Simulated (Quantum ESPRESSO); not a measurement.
# W (Fm-3m) in Quantum ESPRESSO: phonons with PBEsol

Aim: the phonons of W with PBEsol.

Everything below comes from runs of Quantum ESPRESSO 7.5. Logs are shortened: lines on timing, memory, paths and dates and some standing lists are left out, and cuts for length are marked.

### 1 The structure

The structure is cubic, space group Fm-3m (No. 225). The conventional cell has a = 4.060 Å, b = 4.060 Å, c = 4.060 Å, α = 90.00°, β = 90.00°, γ = 90.00°. Around W (site symmetry m-3m) lie 12 W at 2.87 Å.

This isn't the form of W at room conditions, which is bcc.

### 2 Phonons, PBEsol

Contents of pw.in:

```
&CONTROL
  calculation = 'scf'
  prefix = 'pwscf'
  outdir = './tmp'
  pseudo_dir = './pseudo'
  tprnfor = .true.
  tstress = .true.
  disk_io = 'low'
/
&SYSTEM
  ibrav = 0
  nat = 1
  ntyp = 1
  ecutwfc = 74
  nbnd = 13
  occupations = 'smearing'
  smearing = 'mp'
  degauss = 0.00999582
/
&ELECTRONS
  conv_thr = 2d-10
  electron_maxstep = 120
  mixing_beta = 0.5
  diagonalization = 'rmm-paro'
/
ATOMIC_SPECIES
W    183.8400 W.upf
CELL_PARAMETERS bohr
   0.0000000000    3.8361440330    3.8361440330
   3.8361440330    0.0000000000    3.8361440330
   3.8361440330    3.8361440330    0.0000000000
ATOMIC_POSITIONS bohr
W      0.0000000000    0.0000000000    0.0000000000
K_POINTS automatic
11 11 11 0 0 0
```

Contents of relax.in:

```
&CONTROL
  calculation = 'vc-relax'
  prefix = 'pwscf'
  outdir = './tmp'
  pseudo_dir = './pseudo'
  tprnfor = .true.
  tstress = .true.
  disk_io = 'low'
  nstep = 40
  forc_conv_thr = 0.0001
  etot_conv_thr = 1d-06
/
&SYSTEM
  ibrav = 0
  nat = 1
  ntyp = 1
  ecutwfc = 74
  nbnd = 13
  occupations = 'smearing'
  smearing = 'mp'
  degauss = 0.00999582
/
&ELECTRONS
  conv_thr = 2d-10
  electron_maxstep = 120
  mixing_beta = 0.5
  diagonalization = 'rmm-paro'
/
&IONS
  ion_dynamics = 'bfgs'
/
&CELL
  cell_dynamics = 'bfgs'
  press = 0
  press_conv_thr = 0.2
/
ATOMIC_SPECIES
W    183.8400 W.upf
CELL_PARAMETERS bohr
   0.0000000000    3.8361440330    3.8361440330
   3.8361440330    0.0000000000    3.8361440330
   3.8361440330    3.8361440330    0.0000000000
ATOMIC_POSITIONS bohr
W      0.0000000000    0.0000000000    0.0000000000
K_POINTS automatic
11 11 11 0 0 0
```

Contents of scf2.in:

```
&CONTROL
  calculation = 'scf'
  prefix = 'pwscf'
  outdir = './tmp'
  pseudo_dir = './pseudo'
  tprnfor = .true.
  tstress = .true.
  disk_io = 'low'
/
&SYSTEM
  ibrav = 0
  nat = 1
  ntyp = 1
  ecutwfc = 74
  nbnd = 13
  occupations = 'smearing'
  smearing = 'mp'
  degauss = 0.00999582
/
&ELECTRONS
  conv_thr = 1d-13
  electron_maxstep = 120
  mixing_beta = 0.5
  diagonalization = 'rmm-paro'
  startingpot = 'file'
  startingwfc = 'file'
/
ATOMIC_SPECIES
W    183.8400 W.upf
CELL_PARAMETERS bohr
   0.0000000000    3.7799222162    3.7799222162
   3.7799222162    0.0000000000    3.7799222162
   3.7799222162    3.7799222162    0.0000000000
ATOMIC_POSITIONS bohr
W      0.0000000000    0.0000000000    0.0000000000
K_POINTS automatic
11 11 11 0 0 0
```

Contents of ph.in:

```
phonons of W
&INPUTPH
  prefix = 'pwscf'
  outdir = './tmp'
  tr2_ph = 1d-16
  fildyn = 'dyn'
  niter_ph = 60
  alpha_mix(1) = 0.4
/
0.0000000000 0.7071067812 0.0000000000
```

Contents of relax_v0.99.in:

```
&CONTROL
  calculation = 'relax'
  prefix = 'pwscf'
  outdir = './tmp'
  pseudo_dir = './pseudo'
  tprnfor = .true.
  tstress = .true.
  disk_io = 'low'
  nstep = 30
  forc_conv_thr = 0.0001
  etot_conv_thr = 1d-06
/
&SYSTEM
  ibrav = 0
  nat = 1
  ntyp = 1
  ecutwfc = 74
  nbnd = 13
  occupations = 'smearing'
  smearing = 'mp'
  degauss = 0.00999582
/
&ELECTRONS
  conv_thr = 1d-13
  electron_maxstep = 120
  mixing_beta = 0.5
  diagonalization = 'rmm-paro'
/
&IONS
  ion_dynamics = 'bfgs'
/
ATOMIC_SPECIES
W    183.8400 W.upf
CELL_PARAMETERS bohr
   0.0000000000    3.7672802415    3.7672802415
   3.7672802415    0.0000000000    3.7672802415
   3.7672802415    3.7672802415    0.0000000000
ATOMIC_POSITIONS bohr
W      0.0000000000    0.0000000000    0.0000000000
K_POINTS automatic
11 11 11 0 0 0
```

Contents of ph_v0.99.in:

```
phonons at 0.99 of the volume
&INPUTPH
  prefix = 'pwscf'
  outdir = './tmp'
  tr2_ph = 1d-16
  fildyn = 'dyn_v0.99'
  niter_ph = 60
  alpha_mix(1) = 0.4
/
0.0000000000 0.7071067812 -0.0000000000
```

Contents of relax_v1.01.in:

```
&CONTROL
  calculation = 'relax'
  prefix = 'pwscf'
  outdir = './tmp'
  pseudo_dir = './pseudo'
  tprnfor = .true.
  tstress = .true.
  disk_io = 'low'
  nstep = 30
  forc_conv_thr = 0.0001
  etot_conv_thr = 1d-06
/
&SYSTEM
  ibrav = 0
  nat = 1
  ntyp = 1
  ecutwfc = 74
  nbnd = 13
  occupations = 'smearing'
  smearing = 'mp'
  degauss = 0.00999582
/
&ELECTRONS
  conv_thr = 1d-13
  electron_maxstep = 120
  mixing_beta = 0.5
  diagonalization = 'rmm-paro'
/
&IONS
  ion_dynamics = 'bfgs'
/
ATOMIC_SPECIES
W    183.8400 W.upf
CELL_PARAMETERS bohr
   0.0000000000    3.7924801895    3.7924801895
   3.7924801895    0.0000000000    3.7924801895
   3.7924801895    3.7924801895    0.0000000000
ATOMIC_POSITIONS bohr
W      0.0000000000    0.0000000000    0.0000000000
K_POINTS automatic
11 11 11 0 0 0
```

Contents of ph_v1.01.in:

```
phonons at 1.01 of the volume
&INPUTPH
  prefix = 'pwscf'
  outdir = './tmp'
  tr2_ph = 1d-16
  fildyn = 'dyn_v1.01'
  niter_ph = 60
  alpha_mix(1) = 0.4
/
0.0000000000 0.7071067812 0.0000000000
```

Potentials or basis: PseudoDojo 0.4.1 SR PBEsol standard.

Run with:

```
$ OMP_NUM_THREADS=1 pw.x -in pw.in > pw.out
$ OMP_NUM_THREADS=1 pw.x -in relax.in > relax.out
$ OMP_NUM_THREADS=1 pw.x -in scf2.in > scf2.out
$ OMP_NUM_THREADS=1 ph.x -in ph.in > ph.out
$ OMP_NUM_THREADS=1 pw.x -in relax_v0.99.in > relax_v0.99.out
$ OMP_NUM_THREADS=1 ph.x -in ph_v0.99.in > ph_v0.99.out
$ OMP_NUM_THREADS=1 pw.x -in relax_v1.01.in > relax_v1.01.out
$ OMP_NUM_THREADS=1 ph.x -in ph_v1.01.in > ph_v1.01.out
```

pw.out:

```text
This program is part of the open-source Quantum ESPRESSO suite
     for quantum simulation of materials; please cite
[... 9 lines left out ...]
     --------------------
     sticks:   dense  smooth     PW     G-vecs:    dense   smooth      PW
     Sum         595     595    199                 9721     9721    1759

     Using Slab Decomposition

     bravais-lattice index     =            0
     lattice parameter (alat)  =       5.4251  a.u.
     unit-cell volume          =     112.9054 (a.u.)^3
     number of atoms/cell      =            1
     number of atomic types    =            1
     number of electrons       =        14.00
     number of Kohn-Sham states=           13
     kinetic-energy cutoff     =      74.0000  Ry
     charge density cutoff     =     296.0000  Ry
     scf convergence threshold =      2.0E-10
     mixing beta               =       0.5000
     number of iterations used =            8  plain     mixing
     Exchange-correlation= PBESOL
                           (   1   4  10   8   0   0   0)

     celldm(1)=   5.425127  celldm(2)=   0.000000  celldm(3)=   0.000000
     celldm(4)=   0.000000  celldm(5)=   0.000000  celldm(6)=   0.000000

     crystal axes: (cart. coord. in units of alat)
               a(1) = (   0.000000   0.707107   0.707107 )
               a(2) = (   0.707107   0.000000   0.707107 )
               a(3) = (   0.707107   0.707107   0.000000 )

     reciprocal axes: (cart. coord. in units 2 pi/alat)
               b(1) = ( -0.707107  0.707107  0.707107 )
               b(2) = (  0.707107 -0.707107  0.707107 )
               b(3) = (  0.707107  0.707107 -0.707107 )

     PseudoPot. # 1 for W  read from file:
     W.upf
     Pseudo is Norm-conserving + core correction, Zval = 14.0
     Generated using ONCVPSP code by D. R. Hamann
     Using radial grid of 1396 points,  8 beta functions with:
                l(1) =   0
                l(2) =   0
                l(3) =   1
                l(4) =   1
                l(5) =   2
                l(6) =   2
                l(7) =   3
                l(8) =   3

     atomic species   valence    mass     pseudopotential
     W                14.00   183.84000     W ( 1.00)

     48 Sym. Ops., with inversion, found

   Cartesian axes

     site n.     atom                  positions (alat units)
         1        W      tau(   1) = (   0.0000000   0.0000000   0.0000000  )

     number of k points=    56  Methfessel-Paxton smearing, width (Ry)=  0.0100
                       cart. coord. in units 2pi/alat
        k(    1) = (   0.0000000   0.0000000   0.0000000), wk =   0.0015026
        k(    2) = (   0.0642824   0.0642824  -0.0642824), wk =   0.0120210
        k(    3) = (   0.1285649   0.1285649  -0.1285649), wk =   0.0120210
        k(    4) = (   0.1928473   0.1928473  -0.1928473), wk =   0.0120210
        k(    5) = (   0.2571297   0.2571297  -0.2571297), wk =   0.0120210
        k(    6) = (   0.3214122   0.3214122  -0.3214122), wk =   0.0120210
[... 48 lines left out ...]
        k(   55) = (  -0.0642824  -0.4499770   0.7071068), wk =   0.0360631
        k(   56) = (   0.0000000  -0.3856946   0.6428243), wk =   0.0360631

     Dense  grid:     9721 G-vectors     FFT dimensions: (  30,  30,  30)

     Initial potential from superposition of free atoms

     starting charge      13.9995, renormalised to      14.0000
     Starting wfcs are   10 randomized atomic wfcs +    3 random wfcs

     Self-consistent Calculation

     iteration #  1     ecut=    74.00 Ry     beta= 0.50
     ParO style diagonalization
     ethr =  1.00E-02,  avg # of iterations =  5.5

     Threshold (ethr) on eigenvalues was too large:
     Diagonalizing with lowered threshold

     ParO style diagonalization
     ethr =  2.79E-04,  avg # of iterations =  2.5

     total energy              =    -151.62050751 Ry
     estimated scf accuracy    <       0.03911203 Ry

     iteration #  2     ecut=    74.00 Ry     beta= 0.50
     RMM-DIIS diagonalization
     ethr =  2.79E-04,  avg # of iterations =  2.6

     total energy              =    -151.62449469 Ry
     estimated scf accuracy    <       0.00236931 Ry
[... 15 lines left out ...]
     iteration #  5     ecut=    74.00 Ry     beta= 0.50
     RMM-DIIS diagonalization
     ethr =  3.87E-08,  avg # of iterations =  3.3

     total energy              =    -151.62490724 Ry
     estimated scf accuracy    <       0.00000032 Ry

     iteration #  6     ecut=    74.00 Ry     beta= 0.50
     ParO style diagonalization
     ethr =  2.27E-09,  avg # of iterations =  7.0

     total energy              =    -151.62490735 Ry
     estimated scf accuracy    <       0.00000005 Ry

     iteration #  7     ecut=    74.00 Ry     beta= 0.50
     RMM-DIIS diagonalization
     ethr =  3.71E-10,  avg # of iterations =  2.8

     total energy              =    -151.62490737 Ry
     estimated scf accuracy    <          1.2E-09 Ry

     iteration #  8     ecut=    74.00 Ry     beta= 0.50
     RMM-DIIS diagonalization
     ethr =  8.30E-12,  avg # of iterations =  2.7

     End of self-consistent calculation

          k = 0.0000 0.0000 0.0000 (  1243 PWs)   bands (ev):

   -53.1095 -16.7543 -16.7543 -16.7543  11.6705  20.0320  20.0320  20.0320
    23.0635  23.0635  33.3588  38.4003  38.4003

          k = 0.0643 0.0643-0.0643 (  1239 PWs)   bands (ev):

   -53.1018 -16.8453 -16.7660 -16.7660  12.0220  19.7744  20.1913  20.1913
    22.9274  22.9274  34.0395  37.0683  39.0491

          k = 0.1286 0.1286-0.1286 (  1227 PWs)   bands (ev):
[... 96 lines left out ...]
   -53.0050 -17.6764 -17.1373 -16.9249  16.2240  18.6889  19.6282  20.8349
    24.1696  27.1757  31.1035  35.7165  37.2773

          k =-0.0643-0.3214 0.3214 (  1215 PWs)   bands (ev):

   -53.0218 -17.5343 -17.1039 -16.8747  15.8757  18.6820  19.2579  21.0523
    22.7674  26.3566  33.2199  36.5775  37.9042

          k = 0.0000-0.2571 0.2571 (  1227 PWs)   bands (ev):

   -53.0449 -17.3581 -17.0084 -16.8275  14.7914  18.5435  19.9487  21.5016
    21.5776  24.9737  34.6630  38.2154  38.9019

          k = 0.3857 0.0000-0.0000 (  1222 PWs)   bands (ev):

   -53.0357 -17.3579 -16.9798 -16.9798  14.9153  17.4996  20.3536  22.5027
    22.5027  24.3063  37.9196  37.9196  37.9523

          k = 0.4500 0.0643-0.0643 (  1228 PWs)   bands (ev):
[... 36 lines left out ...]
   -52.9829 -17.6667 -17.2689 -17.0934  15.9240  16.9106  21.1028  23.6860
    25.7007  28.5324  29.4787  34.8034  34.8451

          k =-0.0000-0.5143 0.5143 (  1214 PWs)   bands (ev):

   -52.9837 -17.5643 -17.4128 -17.0501  16.4890  17.5309  20.1757  22.8883
    24.9347  27.7830  31.2485  33.8667  36.9034

          k = 0.6428-0.0000 0.0000 (  1210 PWs)   bands (ev):

   -52.9826 -17.7460 -17.1371 -17.1371  15.2604  16.2379  23.1518  25.3851
    25.8894  25.8894  32.5351  32.5351  33.6320

          k =-0.0000-0.6428 0.6428 (  1202 PWs)   bands (ev):

   -52.9800 -17.7405 -17.1842 -17.1331  15.4051  16.3532  22.6803  24.9539
    26.0499  27.2495  30.7740  32.8571  33.9131

          k = 0.2571 0.1286 0.0000 (  1215 PWs)   bands (ev):

   -53.0644 -17.1803 -16.9083 -16.8297  13.7818  18.6140  20.4712  21.1872
    21.8067  23.8515  35.6878  37.1104  39.3790

          k = 0.3214 0.1928-0.0643 (  1220 PWs)   bands (ev):

   -53.0402 -17.4035 -16.9882 -16.8666  14.9444  18.3739  19.8195  21.2564
    22.5178  24.9056  34.4272  37.7179  39.3164

          k = 0.3857 0.2571-0.1286 (  1214 PWs)   bands (ev):
[... 26 lines left out ...]
   -52.9934 -17.6524 -17.2444 -17.0009  16.8656  17.9223  19.5179  21.5186
    24.8614  28.1612  29.9559  35.9370  37.1265

          k =-0.0643-0.3214 0.4500 (  1209 PWs)   bands (ev):

   -53.0018 -17.5929 -17.2341 -16.9590  16.8758  18.2394  18.7821  21.6296
    23.8589  27.3791  31.9260  35.8843  37.0693

          k = 0.0000-0.2571 0.3857 (  1212 PWs)   bands (ev):

   -53.0192 -17.5040 -17.1375 -16.9067  16.1319  18.1928  19.0114  21.8045
    22.6612  26.4029  33.6669  37.2343  37.2490

          k = 0.5143 0.1286 0.0000 (  1216 PWs)   bands (ev):

   -53.0006 -17.6013 -17.1269 -17.0642  15.8605  16.9649  20.2581  23.7112
    24.2473  26.1419  33.3730  34.9465  37.2060

          k =-0.1286-0.5143 0.6428 (  1206 PWs)   bands (ev):

   -52.9887 -17.6332 -17.2345 -17.0885  16.2469  17.1895  20.0566  23.2214
    25.3402  27.8082  30.8405  34.3682  36.3317

          k =-0.0643-0.4500 0.5785 (  1208 PWs)   bands (ev):

   -52.9845 -17.5780 -17.3690 -17.0710  16.7189  17.6362  19.6982  22.4771
    25.2332  28.6293  30.2914  34.3275  36.3938

          k = 0.0000-0.3857 0.5143 (  1201 PWs)   bands (ev):

   -52.9894 -17.5173 -17.4176 -17.0205  17.3633  17.8012  18.9687  22.0836
    24.4431  27.6541  32.8484  33.2410  37.7012

          k =-0.0643-0.5785 0.7071 (  1209 PWs)   bands (ev):

   -52.9824 -17.7041 -17.1880 -17.1391  15.6482  16.5693  21.7404  24.4185
    25.8932  27.4369  31.3268  32.5066  35.0670

          k =-0.0000-0.5143 0.6428 (  1206 PWs)   bands (ev):
[... 11 lines left out ...]
   -52.9866 -17.5639 -17.3522 -17.0758  17.2413  17.8763  18.8146  22.1439
    25.1077  28.6578  30.7629  34.1702  36.5119

          k =-0.0643-0.4500 0.7071 (  1210 PWs)   bands (ev):

   -52.9817 -17.5902 -17.3228 -17.1408  16.5867  17.5318  19.7249  22.6471
    25.9000  29.1172  31.1147  32.1889  35.7820

          k = 0.0000-0.3857 0.6428 (  1215 PWs)   bands (ev):

   -52.9809 -17.4953 -17.4374 -17.1353  16.9517  18.1256  19.0330  21.9798
    25.9040  29.4811  31.1160  32.2095  35.8099

     the Fermi energy is    20.5709 ev

!    total energy              =    -151.62490737 Ry
     estimated scf accuracy    <          9.4E-11 Ry
     smearing contrib. (-TS)   =       0.00005175 Ry
     internal energy E=F+TS    =    -151.62495911 Ry

     The total energy is F=E-TS. E is the sum of the following terms:
     one-electron contribution =     -18.47253652 Ry
     hartree contribution      =      16.84590019 Ry
     xc contribution           =     -32.87120780 Ry
     ewald contribution        =    -117.12711499 Ry

     convergence has been achieved in   8 iterations

     Forces acting on atoms (cartesian axes, Ry/au):

     atom    1 type  1   force =     0.00000000    0.00000000    0.00000000

     Total force =     0.000000     Total SCF correction =     0.000000

     Computing stress (Cartesian axis) and pressure

          total   stress  (Ry/bohr**3)                   (kbar)     P=     -126.58
  -0.00086046  -0.00000000   0.00000000         -126.58       -0.00        0.00
   0.00000000  -0.00086046   0.00000000            0.00     -126.58        0.00
   0.00000000   0.00000000  -0.00086046            0.00        0.00     -126.58

=------------------------------------------------------------------------------=
   JOB DONE.
=------------------------------------------------------------------------------=
```

Run time: 10 min. Hardware: 1 thread of Arm Neoverse V2, shared host; peak memory 0.09 GiB.

What came out:

```
Free energy                                 : -2062.9914 eV
Relaxed volume                              : 16.01 Å³/atom
Relaxed cell                                : a = 2.829 Å, b = 2.829 Å, c = 2.829 Å, α = 60.00°, β = 60.00°, γ = 60.00°
Space group after relaxing (to 0.05 Å)      : Fm-3m (No. 225)
Pressure after relaxing                     : 0.0 GPa
Band gap on the k mesh                      : none (metal or under the smearing width)
Highest phonon frequency at the q point run : 165 cm⁻¹
```

The path:
| step | energy change (eV) | largest force (eV/Å) | pressure (GPa) | volume (Å³) |
| --- | --- | --- | --- | --- |
| 1 | 0.0000 | 0.0000 | -12.66 | 16.73 |
| 2 | -0.0228 | 0.0000 | 6.89 | 15.67 |
| 3 | -0.0297 | 0.0000 | -0.49 | 16.03 |
| 4 | -0.0298 | 0.0000 | -0.01 | 16.01 |
| 5 | -0.0298 | 0.0000 | 0.01 | 16.01 |

Final structure:
```
W
1.0
     0.00000    2.00025    2.00025
     2.00025    0.00000    2.00025
     2.00025    2.00025    0.00000
W
1
Direct
  0.00000 0.00000 0.00000
```

Phonon frequencies in cm⁻¹ (negative: imaginary):
```csv
q point,frequencies
"(0.500, 0.000, 0.500)",75 75 165
```

Phonon modes at q = (0.500, 0.000, 0.500) in reciprocal lattice units:
| mode | symmetry | cm⁻¹ |
| --- | --- | --- |
| 1 | E_u | 75 |
| 2 | E_u | 75 |
| 3 | A_2u | 165 |

Mode Grüneisen parameters of phonons at q = (0.500, 0.000, 0.500) in reciprocal lattice units, in order of frequency: -1.62, -1.62, 0.71

Frequencies at 99 % and 101 % of the volume (pressures 3.2 and -3.1 GPa), ions relaxed:
```
mode  99 % (cm⁻¹)  101 % (cm⁻¹)  Grüneisen parameter
   1         73.8          76.3                -1.62
   2         73.8          76.3                -1.62
   3        166.8         164.4                 0.71
```

Caveat: the q point doesn't lie on the k mesh, which can shift a metal's frequencies strongly unless the mesh is converged. The run has no spin-orbit coupling, so splittings on W are missing.
